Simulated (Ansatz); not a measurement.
A run of Ansatz 0.2.0:

File input.yaml:

```yaml
crystal:
  lattice:
    - [0.0, 2.035, 2.035]
    - [2.035, 0.0, 2.035]
    - [2.035, 2.035, 0.0]
  atoms:
    - { symbol: Au, position: [0.0, 0.0, 0.0] }
hamiltonian:
  xc: pbesol
  pseudopotentials: { kind: paw }
  dispersion: d3bjatm
kpoints:
  mp_grid: { grid: [11, 11, 11] }
scf:
  occupations: { method: fermi_dirac, width: 0.05 }
output:
  forces: true
  stress: true
  eigenvalues: true
relax:
  f_tol: 0.01
  max_steps: 40
  cell: { stress_tol: 0.05 }
```

Potentials or basis: Ansatz PAW.

Command:

```console
$ ansatz run input.yaml --threads 2 --pin off --max-ram 5632MiB --backend cpu --events-out ev --progress --plain --runs-dir out
```

Hardware: 2 threads of Intel(R) Xeon(R) Platinum 8375C CPU @ 2.90GHz (Ice Lake) (shared host).

How long does it take, and how much memory?

It took 3 s on 2 threads of Intel(R) Xeon(R) Platinum 8375C CPU @ 2.90GHz (Ice Lake) (shared host), peak memory 0.35 GiB. Counts: scf iterations 26, plane waves 331, k points 56, bands 14, ion steps 5.
